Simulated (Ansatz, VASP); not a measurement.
**CdS (Hawleyite) in two plane-wave programs**

One calculation is typed for both programs; each brings its own data sets and cutoff. How far apart do they land? The cell is taken from a series of VASP runs on this material, whose earlier steps may have relaxed, scaled or displaced it; both programs get it as it stands.

Method: plane waves, with VASP 6.6.1 beside it; band structure at LDA, band structure at LDA, spin-orbit coupling and band structure at r2SCAN, spin-orbit coupling, in Ansatz 0.2.0.

### 1. The structure

The structure is cubic, space group F-43m (No. 216). Conventional cell: a = 5.769 Å, b = 5.769 Å, c = 5.769 Å, α = 90.00°, β = 90.00°, γ = 90.00°. Cd has 4 S at 2.50 Å nearest. Nearest to S lie 4 Cd at 2.50 Å. Farther neighbours and most contacts between anions are not listed.

Coordinates:

```xyz
2
Lattice="0.0000 2.8847 2.8847 2.8847 0.0000 2.8847 2.8847 2.8847 0.0000" Properties=species:S:1:pos:R:3 pbc="T T T"
Cd    0.0000    0.0000    0.0000
S     4.3270    4.3270    4.3270
```

### 2. VASP: band structure, LDA

Levels along a path test the potential and the projectors away from the mesh points.

Lines of VASP's logs that name or quote its potential files are left out, and so is its time.

Input file INCAR:

```
SYSTEM = CdS
PREC = Accurate
ENCUT = 350
EDIFF = 1E-06
NELM = 100
ISMEAR = 0
SIGMA = 0.03
LREAL = .FALSE.
ALGO = Normal
GGA = CA
NBANDS = 21
LORBIT = 11
LWAVE = .FALSE.
LCHARG = .FALSE.
KPAR = 4
```

Input file POSCAR:

```
CdS
1.0
    0.0000000000      2.8846790683      2.8846790683
    2.8846790683      0.0000000000      2.8846790683
    2.8846790683      2.8846790683      0.0000000000
Cd S
1 1
Direct
    0.0000000000      0.0000000000      0.0000000000
    0.7500000000      0.7500000000      0.7500000000
```

Input file KPOINTS:

```
Automatic mesh
0
Gamma
6 6 6
0 0 0
```

Input file KPOINTS_OPT:

```
Line mode
10
Line-mode
Reciprocal
  0.00000000   0.00000000   0.00000000 GAMMA
  0.50000000   0.00000000   0.50000000 X

  0.50000000   0.00000000   0.50000000 X
  0.50000000   0.25000000   0.75000000 W

  0.50000000   0.25000000   0.75000000 W
  0.37500000   0.37500000   0.75000000 K

  0.37500000   0.37500000   0.75000000 K
  0.00000000   0.00000000   0.00000000 GAMMA

  0.00000000   0.00000000   0.00000000 GAMMA
  0.50000000   0.50000000   0.50000000 L

  0.50000000   0.50000000   0.50000000 L
  0.62500000   0.25000000   0.62500000 U

  0.62500000   0.25000000   0.62500000 U
  0.50000000   0.25000000   0.75000000 W

  0.50000000   0.25000000   0.75000000 W
  0.50000000   0.50000000   0.50000000 L

  0.50000000   0.50000000   0.50000000 L
  0.37500000   0.37500000   0.75000000 K

  0.62500000   0.25000000   0.62500000 U
  0.50000000   0.00000000   0.50000000 X
```

Potentials, in the order of the species: Cd and S (LDA family, release 64).

Started as:

```console
$ mpirun -np 4 vasp_std
```

Numbers of over 12 decimals in the logs are rounded to 6 here.

What it wrote:

```text
[banner, memory and clock lines left out]
running    4 mpi-ranks, on    1 nodes
 distrk:  each k-point on    1 cores,    4 groups
 distr:  one band on    1 cores,    1 groups

 POSCAR found type information on POSCAR CdS
 POSCAR found :  2 types and       2 ions
 LDA part: xc-table for (Slater(with rela. corr.)+CA(PZ))
 , standard interpolation
 POSCAR, INCAR and KPOINTS ok, starting setup
 FFT: planning ... GRIDC
 FFT: planning ... GRID_SOFT
 FFT: planning ... GRID
 WAVECAR not read
 entering main loop
       N       E                     dE             d eps       ncg     rms          rms(c)
DAV:   1     0.920058285278E+02    0.92006E+02   -0.70217E+03   720   0.571E+02
DAV:   2    -0.429562743177E+01   -0.96301E+02   -0.90260E+02   782   0.185E+02
DAV:   3    -0.790114857625E+01   -0.36055E+01   -0.35850E+01   807   0.378E+01
DAV:   4    -0.791857568495E+01   -0.17427E-01   -0.17426E-01   747   0.260E+00
DAV:   5    -0.791871704740E+01   -0.14136E-03   -0.14136E-03   828   0.216E-01    0.883E+00
DAV:   6    -0.743535524412E+01    0.48336E+00   -0.45377E-01   887   0.887E+00    0.697E+00
DAV:   7    -0.740648434010E+01    0.28871E-01   -0.13402E-01   797   0.211E+00    0.313E+00
DAV:   8    -0.740114032836E+01    0.53440E-02   -0.14265E-02   772   0.117E+00    0.252E-01
DAV:   9    -0.740075624889E+01    0.38408E-03   -0.13096E-03   819   0.474E-01    0.696E-02
DAV:  10    -0.740074829620E+01    0.79527E-05   -0.11489E-04   782   0.112E-01    0.588E-02
DAV:  11    -0.740075650109E+01   -0.82049E-05   -0.38708E-05   770   0.393E-02    0.275E-02
DAV:  12    -0.740075403338E+01    0.24677E-05   -0.53472E-06   844   0.274E-02    0.803E-03
DAV:  13    -0.740075413786E+01   -0.10448E-06   -0.10524E-06   589   0.495E-03
   1 F= -.74007541E+01 E0= -.74007541E+01  d E =-.417538E-28
 Start KPOINTS_OPT (optional k-point list driver)
k-point batch [1-16\100]
       N       E                     dE             ncg
DAV:   1     0.219293053122E+03   -0.57486E+04      712
DAV:   2    -0.130728456403E+04   -0.15266E+04      772
DAV:   3    -0.136515382285E+04   -0.57869E+02      822
DAV:   4    -0.136541180548E+04   -0.25798E+00      737
DAV:   5    -0.136541376665E+04   -0.19612E-02      836
DAV:   6    -0.136541378805E+04   -0.21395E-04      777
DAV:   7    -0.136541378829E+04   -0.24840E-06      706
[...]
k-point batch [97-100\100]
       N       E                     dE             ncg
DAV:   1     0.620712106080E+04   -0.20573E+04      184
DAV:   2     0.583440377293E+04   -0.37272E+03      204
DAV:   3     0.582107524698E+04   -0.13329E+02      198
DAV:   4     0.582101552896E+04   -0.59718E-01      188
DAV:   5     0.582101501940E+04   -0.50957E-03      208
DAV:   6     0.582101501325E+04   -0.61516E-05      198
DAV:   7     0.582101501317E+04   -0.80267E-07      176
```

From OUTCAR (step 2):

```text
ion  position               nearest neighbor table
   1  0.000  0.000  0.000-   2 2.50   2 2.50   2 2.50   2 2.50
   2  0.750  0.750  0.750-   1 2.50   1 2.50   1 2.50   1 2.50

  LATTYP: Found a face centered cubic cell.
 ALAT       =     5.7693581366

 Subroutine GETGRP returns: Found 24 space group operations
 (whereof 24 operations were pure point group operations)

The static configuration has the point symmetry T_d .

 Found     16 irreducible k-points:

   k-points           NKPTS =     16   k-points in BZ     NKDIM =     16   number of bands    NBANDS=     21

   dimension x,y,z NGX =    28 NGY =   28 NGZ =   28
   dimension x,y,z NGXF=    56 NGYF=   56 NGZF=   56

   ENCUT  =  350.0 eV  25.72 Ry    5.07 a.u.   6.22  6.22  6.22*2*pi/ulx,y,z

   NELECT =      18.0000    total number of electrons

 k-points in reciprocal lattice and weights: Automatic mesh
   0.00000000  0.00000000  0.00000000       0.005
   0.16666667  0.00000000  0.00000000       0.037
   0.33333333  0.00000000  0.00000000       0.037
   0.50000000  0.00000000  0.00000000       0.019
   0.16666667  0.16666667  0.00000000       0.028
   0.33333333  0.16666667  0.00000000       0.111
   0.50000000  0.16666667  0.00000000       0.111
  -0.33333333  0.16666667  0.00000000       0.111
  -0.16666667  0.16666667  0.00000000       0.056
[...]
-0.33333333  0.33333333  0.16666667       0.111
  -0.33333333  0.50000000  0.16666667       0.056

 average (electrostatic) potential at core
       1 -39.8762       2 -89.6207

 E-fermi :   1.6542

 k-point     1 :       0.0000    0.0000    0.0000
  band No.  band energies     occupation
    ...
      5      -5.9419      2.00000
      6      -5.9419      2.00000
      7       1.4277      2.00000
      8       1.4277      2.00000
      9       1.4277      2.00000
     10       2.3846      0.00000
     11       7.7747      0.00000
     12       7.7747      0.00000
     13       7.7747      0.00000
     14      12.6801      0.00000
    ...

 k-point     2 :       0.1667    0.0000    0.0000
  band No.  band energies     occupation
    ...
      5      -5.9431      2.00000
      6      -5.9431      2.00000
      7      -0.1943      2.00000
      8       1.2025      2.00000
      9       1.2025      2.00000
     10       3.6019      0.00000
     11       7.4384      0.00000
     12       8.1111      0.00000
     13       8.1111      0.00000
     14      12.0492      0.00000
    ...

 k-point     3 :       0.3333    0.0000    0.0000
  band No.  band energies     occupation
    ...
      5      -5.9241      2.00000
      6      -5.9241      2.00000
      7      -2.2023      2.00000
      8       0.7960      2.00000
      9       0.7960      2.00000
     10       4.2315      0.00000
     11       8.0086      0.00000
     12       8.3482      0.00000
     13       8.3482      0.00000
     14      12.2042      0.00000
    ...

  Total       -0.0937202     -0.0937202     -0.0937202     -0.0000000      0.0000000     -0.0000000
  in kB       -3.1276722     -3.1276722     -3.1276722     -0.0000000      0.0000000     -0.0000000
  external PRESSURE =      -3.1276722 kB  Pullay stress =       0.0000000 kB

  energy-cutoff  :      350.00
  volume of cell :       48.01
      direct lattice vectors                 reciprocal lattice vectors
     0.000000000  2.884679068  2.884679068    -0.173329507  0.173329507  0.173329507
     2.884679068  0.000000000  2.884679068     0.173329507 -0.173329507  0.173329507
     2.884679068  2.884679068  0.000000000     0.173329507  0.173329507 -0.173329507

 POSITION                                       TOTAL-FORCE (eV/Angst)
 -----------------------------------------------------------------------------------
      0.00000      0.00000      0.00000        -0.000000     -0.000000     -0.000000
      4.32702      4.32702      4.32702         0.000000      0.000000      0.000000
 -----------------------------------------------------------------------------------
    total drift:                               -0.000000     -0.000000     -0.000000

  FREE ENERGIE OF THE ION-ELECTRON SYSTEM (eV)
  ---------------------------------------------------
  free  energy   TOTEN  =        -7.4007541379 eV

  energy  without entropy=       -7.4007541379  energy(sigma->0) =       -7.40075414

 total charge
# of ion       s       p       d       tot
------------------------------------------
    1        0.448   0.355   9.537  10.341
    2        1.322   2.389   0.000   3.711
--------------------------------------------------
tot          1.770   2.744   9.537  14.052

[... 3 further parts left out ...]
```

The run ends at a pressure of -0.31 GPa.

### 3. Ansatz: band structure, LDA

Ansatz runs on its default PAW (the set named soft_2) files.

The same cell, functional (in two slightly different forms), mesh and smearing now go to Ansatz, which takes its cutoff from its data sets.

Input file input.yaml:

```yaml
crystal:
  lattice:
    - [0.0, 2.8846790683, 2.8846790683]
    - [2.8846790683, 0.0, 2.8846790683]
    - [2.8846790683, 2.8846790683, 0.0]
  atoms:
    - { symbol: Cd, position: [0.0, 0.0, 0.0] }
    - { symbol: S, position: [0.75, 0.75, 0.75] }
hamiltonian:
  xc: lda
  pseudopotentials: { kind: paw }
kpoints:
  mp_grid: { grid: [6, 6, 6] }
  band_path:
    path:
      - [0.0, 0.0, 0.0]
      - [0.16667, 0.0, 0.16667]
      - [0.33333, 0.0, 0.33333]
      - [0.5, 0.0, 0.5]
      - [0.5, 0.08333, 0.58333]
      - [0.5, 0.19444, 0.69444]
      - [0.5, 0.25, 0.75]
      - [0.45833, 0.29167, 0.75]
      - [0.40278, 0.34722, 0.75]
      - [0.375, 0.375, 0.75]
      - [0.20833, 0.20833, 0.41667]
      - [0.08333, 0.08333, 0.16667]
      - [0.0, 0.0, 0.0]
      - [0.22222, 0.22222, 0.22222]
      - [0.38889, 0.38889, 0.38889]
      - [0.51389, 0.47222, 0.51389]
      - [0.55556, 0.38889, 0.55556]
      - [0.61111, 0.27778, 0.61111]
      - [0.61111, 0.25, 0.63889]
      - [0.56944, 0.25, 0.68056]
      - [0.51389, 0.25, 0.73611]
      - [0.5, 0.27778, 0.72222]
      - [0.5, 0.38889, 0.61111]
      - [0.5, 0.47222, 0.52778]
      - [0.48611, 0.48611, 0.52778]
      - [0.43056, 0.43056, 0.63889]
      - [0.38889, 0.38889, 0.72222]
      - [0.59722, 0.19444, 0.59722]
      - [0.55556, 0.11111, 0.55556]
      - [0.5, 0.0, 0.5]
    npoints: 1
scf:
  occupations: { method: gaussian, width: 0.03 }
  n_extra_bands: 7
output:
  forces: true
  stress: true
  eigenvalues: true
```

Started as:

```console
$ ansatz run input.yaml --threads 2 --pin off --max-ram 4608MiB --backend cpu --events-out ev --progress --plain --runs-dir out
```

What it wrote:

```text
scf.n_extra_bands = 7 over 13 filled bands (N_el = 26.0): the run solves 20 bands
Engine: ansatz 0.2.0, x86_64-unknown-linux-gnu
Pseudopotentials: kind: paw
Pseudopotential: Cd, paw, valence charge 20, recommended cutoff 420 eV (normal), Cd.paw.azcp
Pseudopotential: S, paw, valence charge 6, recommended cutoff 420 eV (normal), S.paw.azcp
Functional definition: SPW92
  exchange = slater_x
  correlation = pw_c
Crystal: 2 atoms, lattice volume = 48.009 Å³
Basis set: ecut = 420 eV, 941 PW (Γ)
Bands: 20, of which v1, the nominal top of the filled ones, is band 13 counted from 1 (12 counted from 0)
Symmetry: 24 space group operations
Space group: F-43m (ITA 216), of the structure as read, at distance tolerance 3.6e-5 Å
k-points: 16 of 216 (time reversal used)
Non-local potential: Cd, projectors of the file, l = 0: 3, l = 1: 2, l = 2: 2, l = 3: 1
Non-local potential: S, projectors of the file, l = 0: 2, l = 1: 2, l = 2: 2
PAW form: soft (Blöchl's): semilocal exchange-correlation on the pseudo side does not see the compensation charge
PAW frozen core: Cd, regenerated for the run's functional, and the local potential with it (the file was generated under x = pbe(κ = 0.804, μ = 0.219515), c = pbe(β = 0.066725))
PAW frozen core: S, regenerated for the run's functional, and the local potential with it (the file was generated under x = pbe(κ = 0.804, μ = 0.219515), c = pbe(β = 0.066725))
PAW one-centre angular grid: Cd, 590 points (default); XC on 64 Gauss nodes
PAW one-centre angular grid: S, 110 points (default); XC on 64 Gauss nodes
Initial density: superposition of atomic densities (neutral atoms: chi_scale 0, normalization atom), corrected by the library's trained network
Initial wavefunctions: pseudopotential atomic-orbital guess
Functional: x = slater, c = lda
SCF iter   1: F=—  HF=-8988.651688 eV  |F-HF|=—  |Δ(HF+E_count)|=         —  Δρ=8.35e-3  dr2=3.18e-2  ethr=1.77e-3  ⟨swp⟩=5.8  Hψ=1589  notcnv=0  defer=2
preconditioner: auto → none  [insulator: Δε(μ)=0.836 eV  Ē_g=14.677 eV  σ=0.030 eV  W_gap=1.00  n_scr=14 (ndim 8)  ℏωp=22.7 eV  f_vac=0.122  D(μ)=0.00/eV (n_scr^D=0)  ε∞_Penn≈3.4]
SCF iter   2: F=—  HF=-8988.641843 eV  |F-HF|=—  |Δ(HF+E_count)|=   9.84e-3  Δρ=2.55e-3  dr2=1.31e-3  ethr=1.22e-4  ⟨swp⟩=2.1  Hψ=656  notcnv=0  defer=38
SCF iter   3: F=—  HF=-8988.641432 eV  |F-HF|=—  |Δ(HF+E_count)|=   4.11e-4  Δρ=1.12e-3  dr2=2.73e-4  ethr=5.04e-6  ⟨swp⟩=2.8  Hψ=472  notcnv=0  defer=38
SCF iter   4: F=—  HF=-8988.641356 eV  |F-HF|=—  |Δ(HF+E_count)|=   7.63e-5  Δρ=1.67e-4  dr2=1.19e-5  ethr=1.05e-6  ⟨swp⟩=2.0  Hψ=426  notcnv=0  defer=38
SCF iter   5: F=—  HF=-8988.641358 eV  |F-HF|=—  |Δ(HF+E_count)|=   2.18e-6  Δρ=3.10e-5  dr2=2.26e-7  ethr=4.56e-8  ⟨swp⟩=2.1  Hψ=420  notcnv=0  defer=38
SCF iter   6: F=-8988.641358 eV  HF=-8988.641358 eV  |F-HF|=1.38e-8  |Δ(HF+E_count)|=   7.54e-8  Δρ=7.87e-6  dr2=1.72e-8  ethr=3.85e-10  ⟨swp⟩=8.3  Hψ=1500  notcnv=0
SCF 1 converged in 6 iterations: F = -8988.641358 eV  dr2 = 1.72e-8
  greatest PAW one-centre occupation: 1.000 electrons in one spin orbital (limit 2), on the Cd atom at site 0 (counted from 0), in its partial waves of l = 0
NSCF: frozen V_eff on 30 k-points
SCF converged after 6 iterations
Free energy (F): -8988.641358 eV
Harris-Foulkes:  -8988.641358 eV  (|F-HF|=1.38e-8)
Internal energy: -8988.641358 eV  (E = F + TS)
E sigma→0 (E₀):  -8988.641358 eV
Fermi energy:    7.574487 eV
--- Per-component energies (eV) ---
  E_band       = -503.794624
  E_kinetic    = 612.700116
  E_local      = -3968.651045  (includes V_loc(G=0)·N_el)
  E_nonlocal   = 70.399444
  E_hartree    = 1818.894388
  E_xc         = -271.849314
  E_vxc        = -309.234432  (∫ρ·V_xc dr)
  E_paw        = -4516.234743  (= ΣΔE_a)
  E_vpaw       = -546.805216  (= ΣTr[D̂ρ^β])
  E_aug_tail   = 0.000013  (compensation charges beyond the density's cutoff)
  E_ewald      = -2734.819983
  E_core_change = 0.919766  (= ΣΔE_core)
  E_smearing   = -0.000000  (= −TS)
  E_closure    = -0.000000  (closes the sum)
  Σ components = -8988.641358   (vs F -8988.641358, Δ=0.00e0)
--- Forces (eV/Å), atoms counted from 1 ---
  atom   1  Cd    -0.00000000     0.00000000    -0.00000000
  atom   2  S      0.00000000    -0.00000000     0.00000000
  max |Σ_I F_I| component: 1.39e-16 eV/Å
--- Stress (GPa, compression-positive) ---
       -0.435563       0.000000      -0.000000
        0.000000      -0.435563       0.000000
       -0.000000       0.000000      -0.435563
  P = ⅓ Tr σ = -0.4356 GPa (-4.356 kbar)
--- Band table (eV; the first three rows and the last of 16) ---
  k-point 0: bands = [... 9 lower, -0.2534, 7.1083, 7.1083, 7.1083, 8.0396, 13.4325, 13.4325, 13.4325, ... 3 higher]
  k-point 1: bands = [... 9 lower, -0.2547, 5.4864, 6.8842, 6.8842, 9.2600, 13.0880, 13.7655, 13.7655, ... 3 higher]
  k-point 2: bands = [... 9 lower, -0.2356, 3.4829, 6.4789, 6.4789, 9.8920, 13.6531, 14.0055, 14.0055, ... 3 higher]
  k-point 15: bands = [... 9 lower, 0.3916, 2.9268, 4.7285, 4.8255, 11.5957, 12.1264, 15.1426, 15.2736, ... 3 higher]
```

Elapsed: 2 s, on 2 threads of Intel Xeon Platinum 8259CL at 2.50GHz (Skylake/Cascade Lake), shared host; peak memory 0.33 GiB; 3.5 s of CPU time.

Reading the cycles: dr2 is the Hartree energy of the density residual (eV), the measure of convergence; HF is the Harris–Foulkes estimate of the energy, which meets the free energy F at convergence.

### 4. Differences

Known differences besides the potentials themselves: the two LDA forms differ slightly; the data sets hold 26 valence electrons in Ansatz (default PAW (the set named soft_2) files) and 18 in VASP; the cutoff is 420 eV in Ansatz and 350 eV in VASP; VASP's log shows a relativistic correction to its local exchange, Ansatz's none. Total energies have different zeros and are not compared.

Both answers:

| quantity | Ansatz | VASP | difference |
| --- | --- | --- | --- |
| pressure (GPa) | -0.44 | -0.31 | -0.12 |
| gap over the path points (eV) | 0.931 | 0.957 | -0.026 |

Levels at points of the path, from each program's valence-band top (eV; 4 filled, then empty):

| k (reciprocal lattice) | Ansatz | VASP |
| --- | --- | --- |
| 0.000 0.000 0.000 | -7.36 0.00 0.00 0.00 0.93 6.32 6.32 | -7.37 0.00 0.00 0.00 0.96 6.35 6.35 |
| 0.167 0.000 0.167 | -7.34 -1.56 -0.59 -0.59 2.65 5.25 7.13 | -7.34 -1.56 -0.59 -0.59 2.67 5.27 7.17 |
| 0.333 0.000 0.333 | -7.26 -3.27 -1.59 -1.59 3.58 4.31 8.18 | -7.27 -3.27 -1.59 -1.59 3.59 4.33 8.21 |
| 0.500 0.000 0.500 | -6.88 -4.21 -2.04 -2.04 3.26 4.18 9.05 | -6.89 -4.21 -2.04 -2.04 3.25 4.20 9.10 |
| 0.500 0.083 0.583 | -6.83 -4.20 -2.16 -2.12 3.60 4.43 8.78 | -6.83 -4.20 -2.17 -2.13 3.60 4.45 8.82 |
| 0.500 0.194 0.694 | -6.69 -4.18 -2.44 -2.32 4.82 5.21 7.56 | -6.69 -4.17 -2.45 -2.34 4.83 5.24 7.60 |
| 0.500 0.250 0.750 | -6.67 -4.17 -2.48 -2.36 5.23 5.39 7.05 | -6.67 -4.17 -2.50 -2.37 5.23 5.43 7.08 |
| 0.458 0.292 0.750 | -6.68 -4.18 -2.61 -2.13 4.86 5.37 7.33 | -6.69 -4.18 -2.62 -2.14 4.87 5.40 7.36 |
| 0.403 0.347 0.750 | -6.72 -4.20 -2.73 -1.73 4.12 5.35 8.13 | -6.72 -4.20 -2.75 -1.73 4.12 5.37 8.17 |
| 0.375 0.375 0.750 | -6.73 -4.21 -2.75 -1.66 4.00 5.34 8.29 | -6.73 -4.21 -2.76 -1.66 4.00 5.37 8.33 |

Among the levels compared at these points, filled levels agree within 12 meV and empty ones within 48 meV.

(Part 1 of 2 ends here.)

[Lines on the potential files, build, host, timing and source positions are cut from VASP's logs without a mark.]

[Logs are printed without paths, hosts, clocks, repeated set-up lines and the standing remarks that a program may print on its own settings, such as how far it seeks lower states.]

[Hosts, paths, dates, database ids (printed as entryN), source tags and the programs' standing remarks are cut or masked in the printed files.]
